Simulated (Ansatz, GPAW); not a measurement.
CdS: 3 runs at one level of theory

```
CELL_PARAMETERS angstrom
0.00000 2.91650 2.91650
2.91650 0.00000 2.91650
2.91650 2.91650 0.00000
ATOMIC_POSITIONS crystal
Cd 0.00000 0.00000 0.00000
S 0.75000 0.75000 0.75000
```

Alike in all runs: task band structure; functional RPBE; k mesh 8 × 8 × 8; occupations fermi-dirac, width 0.05 eV; no spin polarisation; no spin-orbit coupling. Pressure is positive in compression and, in plane waves, holds the error of the finite cutoff, which Ansatz's Pulay term estimates and takes out. Gaps are the smaller of the mesh's and the band path's.

| program and potentials | plane-wave cutoff (eV) | notes | band gap (eV) | pressure (GPa) |
| --- | --- | --- | --- | --- |
| Ansatz, Ansatz PAW | 420 | potentials made for PBE, which Ansatz adapts in part; 13 valence electrons an atom on average; Pulay term of +0.04 GPa included | 1.33 | 5.09 |
| Ansatz, all-electron LAPW, scalar-relativistic | - | - | 1.33 | 5.13 |
| GPAW, the program's PAW data sets (release 1.2.1) made for this functional | 600 | 9 valence electrons an atom on average | 1.31 | 4.85 |

The band gap spans 1.31 (GPAW, the program's PAW data sets (release 1.2.1) made for this functional) to 1.33 eV (Ansatz, all-electron LAPW, scalar-relativistic), with all-electron results at 1.33. The pressure spans 4.85 (GPAW, the program's PAW data sets (release 1.2.1) made for this functional) to 5.13 GPa (Ansatz, all-electron LAPW, scalar-relativistic), with all-electron results at 5.13. Some sets were made for another functional than the one run, which can shift their rows.

The functional is the same throughout but for its coding, so the spread measures potentials, basis and numerics; runs on potential files found faulty are left out.
